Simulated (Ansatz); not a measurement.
## Fe3Ge in Ansatz: convergence with smearing width

Input of the first run (smearing width 0.3 eV); the others differ in this setting and in those tied to it:

File input.yaml:

```yaml
crystal:
  lattice:
    - [3.66050052, 0.0, 0.0]
    - [0.0, 3.66050052, 0.0]
    - [0.0, 0.0, 3.66050052]
  atoms:
    - { symbol: Ge, position: [0.0, 0.0, 0.0] }
    - { symbol: Fe, position: [0.5, 0.0, 0.5], spin: 3.0, spin_axis: [1.732, 1.732, 1.732] }
    - { symbol: Fe, position: [0.5, 0.5, 0.0], spin: 3.0, spin_axis: [1.732, 1.732, 1.732] }
    - { symbol: Fe, position: [0.0, 0.5, 0.5], spin: 3.0, spin_axis: [1.732, 1.732, 1.732] }
hamiltonian:
  xc: r2scan
  pseudopotentials: { kind: paw_fr }
magnetization:
  noncollinear: true
  spin_orbit: true
kpoints:
  mp_grid: { grid: [6, 6, 6] }
scf:
  occupations: { method: gaussian, width: 0.3 }
output:
  forces: true
  stress: true
  eigenvalues: true
```

Potentials or basis: Ansatz PAW.

Launch:

```bash
$ ansatz run input.yaml --threads 2 --pin off --max-ram 5632MiB --backend cpu --events-out ev --progress --plain --runs-dir out
```

The cell comes from a database or a generator and needn't be the stable form of this composition.

Hardware: 2 threads of Arm Neoverse V2 (shared host).

**Question.** The values tried are 0.3 eV, 0.2 eV, 0.15 eV, 0.1 eV, 0.05 eV, 0.025 eV, 0.01 eV, 0.005 eV, loosest first. From which on does the absolute moment stay within 0.02 μB of the tightest run that finished?

**Answer.** From 0.15 eV on.

| smearing width | energy less the tightest run, at zero smearing (meV/atom) | pressure (GPa) | absolute moment (μB) | SCF cycles | CPU time (s) | peak memory (GiB) |
| --- | --- | --- | --- | --- | --- | --- |
| 0.3 eV | 0.79 | -0.34 | 8.58 | 17 | 160 | 0.83 |
| 0.2 eV | -0.05 | -0.35 | 8.60 | 17 | 160 | 0.83 |
| 0.15 eV | -0.16 | -0.33 | 8.61 | 17 | 160 | 0.84 |
| 0.1 eV | -0.13 | -0.30 | 8.62 | 17 | 160 | 0.83 |
| 0.05 eV | -0.09 | -0.24 | 8.62 | 17 | 170 | 0.84 |
| 0.025 eV | -0.03 | -0.21 | 8.63 | 17 | 170 | 0.83 |
| 0.01 eV | 0.00 | -0.19 | 8.62 | 16 | 140 | 0.83 |
| 0.005 eV | 0.00 | -0.19 | 8.62 | 15 | 140 | 0.83 |

Against the tightest run, the energy stays within 1 meV/atom from 0.3 eV on; the pressure stays within 0.1 GPa from 0.05 eV on. Narrower smearing needs a denser k mesh, so at a fixed mesh the narrowest width isn't the most accurate. The tightest run that finished is the yardstick and may itself not be fully converged.

Caveat, for the tightest run too: the magnetic or orbital state may not be the lowest; the PAW data sets come from PBE, with cores solved anew for the run's functional, which leaves a small shift of forces and pressure.
